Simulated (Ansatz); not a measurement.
**TiAl3: a jump of H**

These are results of DFT PBE, scalar-relativistic, plane waves, PAW (Ansatz 0.2.0), not measurements. (420 eV cutoff, 4×4×4 k-mesh, shifted by half a step, Gaussian smearing of 0.10 eV, no spin polarisation)

Host crystal, relaxed:

```
CELL_PARAMETERS angstrom
-1.92267 1.92267 4.31140
1.92267 -1.92267 4.31140
1.92267 1.92267 -4.31140
ATOMIC_POSITIONS crystal
Ti 0.00000 0.00000 0.00000
Al 0.50000 0.50000 0.00000
Al 0.75000 0.25000 0.50000
Al 0.25000 0.75000 0.50000
```

In a supercell of 20 host sites, interstitial H hops to an equivalent place, moving 0.87 Å between the relaxed ends. Climbing-image nudged elastic band at fixed cell with images 0 (start) to 6 (end), the path measured over all atoms, converged to 0.05 eV/Å; the order of the saddle wasn't checked, and the small cell leaves errors of about a tenth of an eV. Zero-point motion and tunnelling, which matter for H, are left out.

Supercell rows in host cell vectors: 0 -1 -2; 1 -1 1; -2 0 -1. H was set at (0.000, 0.500, 0.500) of the host cell.

At the relaxed start H has 1 Al at 1.88 Å, 2 Ti at 1.93 Å, 1 Al at 1.98 Å, 1 Al at 2.13 Å, 1 Al at 2.64 Å, 1 Al at 3.16 Å, 1 Al at 3.17 Å.

Problem. How high is the barrier, and where does the atom pass?

Solution. 0.04 eV at image 3, where H has 2 Ti at 1.90 Å, 1 Al at 1.93 Å, 1 Al at 2.07 Å, 2 Al at 2.23 Å.